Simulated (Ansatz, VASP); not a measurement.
# LiF (Griceite): VASP beside Ansatz

The input INCAR:

```
PREC     = Accurate       # precision mode
ENCUT    = 520            # plane-wave cutoff, eV
EDIFF    = 1E-6           # SCF threshold, eV
ISMEAR   = 0              # smearing method
SIGMA    = 0.01           # smearing width, eV
LREAL    = False          # projectors in reciprocal space
LASPH    = True           # aspherical terms in the spheres
NELM     = 100            # most SCF steps
ALGO     = Normal         # electronic algorithm
ISIF     = 2              # what is computed and relaxed
LWAVE    = False          # write WAVECAR
LCHARG   = False          # write CHGCAR
GGA      = PS             # functional
IVDW     = 12             # dispersion correction
NBANDS   = 12             # bands
```

Contents of KPOINTS:

```
Automatic mesh
0
Gamma
  7 7 7
```

POSCAR

```
LiF
1.0
    0.0000000000      2.0140000000      2.0140000000
    2.0140000000      0.0000000000      2.0140000000
    2.0140000000      2.0140000000      0.0000000000
Li F
1 1
Direct
    0.0000000000      0.0000000000      0.0000000000
    0.4937934459      0.4937934459      0.5062065541
```

Input for Ansatz:

```yaml
crystal:
  lattice:
    - [0.0, 2.014, 2.014]
    - [2.014, 0.0, 2.014]
    - [2.014, 2.014, 0.0]
  atoms:
    - { symbol: Li, position: [0.0, 0.0, 0.0] }
    - { symbol: F, position: [0.49379344587884805, 0.49379344587884805, 0.5062065541211519] }
basis:
  ecutwfc: 550.0
kpoints:
  mp_grid:
    grid: [7, 7, 7]
hamiltonian:
  xc: pbesol
  dispersion: d3bj
scf:
  max_iter: 60
  occupations:
    method: fixed
output:
  forces: true
```

Alike in both runs: task single point; functional PBEsol; dispersion D3(BJ); k mesh 7 × 7 × 7; no spin polarisation.

|  | VASP | Ansatz |
| --- | --- | --- |
| version | VASP 6.6.1 | Ansatz 0.2.0 |
| potentials or method | VASP PAW PBE potentials, release 64 (Li_sv, F) | plane waves, PAW |
| plane-wave cutoff (eV) | 520 | 550 |
| occupations | gaussian, width 0.01 eV | fixed |
| valence electrons in the cell | 10 | 10 |

```csv
,VASP,Ansatz,Ansatz less VASP
rms of the force components (eV/Å),0.024,0.022,-0.0017
dispersion energy (meV/atom),-144.4,-144.5,-0.04
```

Atom by atom the forces differ by 0.002 eV/Å (rms over components).

Caveats: the PAW data sets were made with another functional, which shifts forces and pressure a little (VASP).
